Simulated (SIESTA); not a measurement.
ZnO (zincite):

```
CELL_PARAMETERS angstrom
3.24931 0.00000 0.00000
-1.62465 2.81398 0.00000
0.00000 0.00000 5.20571
ATOMIC_POSITIONS crystal
Zn 0.66667 0.33333 0.00000
Zn 0.33333 0.66667 0.50000
O 0.33333 0.66667 0.87901
O 0.66667 0.33333 0.37901
```

Base run:

| Quantity | Value |
| --- | --- |
| Program | SIESTA 5.4.2 |
| Functional | BLYP |
| Potentials or basis | PseudoDojo 0.4 standard (PBE files) |
| Basis | DZP (energy shift 0.003 Ry; two zetas on semicore shells) |
| Grid cutoff | 800 Ry |
| Energy shift | 0.003 Ry |
| k mesh | 9 × 9 × 5 |
| Occupations | fermi-dirac, width 0.05 eV |
| Spin | no spin polarisation |

Its results: band gap on the k mesh 1.13 eV, direct; pressure 10.3 GPa; largest force 0.095 eV/Å.

Q: The run is repeated on the same cell with these changes: functional from BLYP to PBEsol; potentials or basis from PseudoDojo 0.4 standard (PBE files) to PseudoDojo 0.4 standard (PBEsol files). What comes out?

A: Band gap on the k mesh 0.92 eV, direct; pressure -0.6 GPa; largest force 0.082 eV/Å.

Caveats: short orbitals over semicore shells can move pressures by several GPa; the valence orbitals were made in a potential fitted to the semicore shell under them, which widens gaps by tenths of an eV or more; the basis of atomic orbitals isn't converged, which shifts pressures, moduli and gaps; the potentials were made for another functional, which shifts forces and pressure (some runs).
